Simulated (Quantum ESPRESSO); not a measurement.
**Sb under changes of volume**

One of the cells (26.666 Å³/atom); the others are scaled copies at fixed shape and fractional positions:

```
CELL_PARAMETERS angstrom
0.00000 2.37124 2.37124
2.37124 0.00000 2.37124
2.37124 2.37124 0.00000
ATOMIC_POSITIONS crystal
Sb 0.00000 0.00000 0.00000
```

This isn't the form of Sb at room conditions, which is rhombohedral.

```yaml
Program: Quantum ESPRESSO 7.5
Functional: PBE
Potentials_or_basis: SSSP 1.3 efficiency PBE
Cutoff: 748 eV
Density_cutoff: 5987 eV
k_mesh: 10 × 10 × 10
Occupations: fermi-dirac, width 0.05 eV
Spin: no spin polarisation
```

| volume (Å³/atom) | energy over the lowest point (meV/atom) | pressure (GPa) |
| --- | --- | --- |
| 25.066 | 46.59 | 6.5 |
| 25.599 | 28.01 | 4.8 |
| 26.133 | 14.50 | 3.3 |
| 26.666 | ? | ? |
| 27.199 | 0.72 | 0.7 |
| 27.733 | 0.00 | -0.4 |
| 28.266 | 3.08 | -1.5 |

Q: What does the run at 26.666 Å³/atom give?

A: Energy over the lowest point 5.49 meV/atom; pressure 2.0 GPa.

Worked out: A Birch-Murnaghan fit of order 3 (a polynomial in V^(-2/3)) to the other rows has its minimum at 27.56 Å³/atom with B0 = V·E''(V) = 60 GPa (rough, since the energies scatter). It gives 5.44 meV/atom at 26.666 Å³/atom, against the run's 5.49, and -dE/dV = 2.0 GPa, against 2.0.

Energies are extrapolated to zero smearing.
